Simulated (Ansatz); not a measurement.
# GaN (P6_3mc): the equilibrium volume, part 2 of 2

At what volume is GaN (P6_3mc) free of pressure?

Ansatz 0.2.0; DFT PBE, scalar-relativistic, plane waves, PAW. The steps go on from the part before.

## 4. The cell, before and after

The cell before and after:

| cell as typed | before | after | change |
| --- | --- | --- | --- |
| a (Å) | 3.189 | 3.218 | +0.9 % |
| b (Å) | 3.189 | 3.218 | +0.9 % |
| c (Å) | 5.192 | 5.243 | +1.0 % |
| volume (Å³/atom) | 11.432 | 11.758 | +2.8 % |
| shortest distance (Å) | 1.949 | 1.967 | +0.9 % |
| space group | P6_3mc | P6_3mc | same |

## 5. Outcome

The summary covers parts 1 to 2. Changes of volume or cell count from the first structure of part 1.

```
         quantity                                                                       value
           volume                                                              11.758 Å³/atom
         pressure                                                                    0.00 GPa
conventional cell  a = 3.218 Å, b = 3.218 Å, c = 5.243 Å, α = 90.00°, β = 90.00°, γ = 120.00°
  gap on the mesh                                                                     1.71 eV
```

Over the 2 runs shown the cell moved from 11.43 to 11.76 Å³/atom, a change of +2.8 %, where the pressure is zero within 0.01 GPa.

These are semilocal Kohn-Sham gaps, which aren't the measured quantity. Such gaps usually fall short of the measured ones.
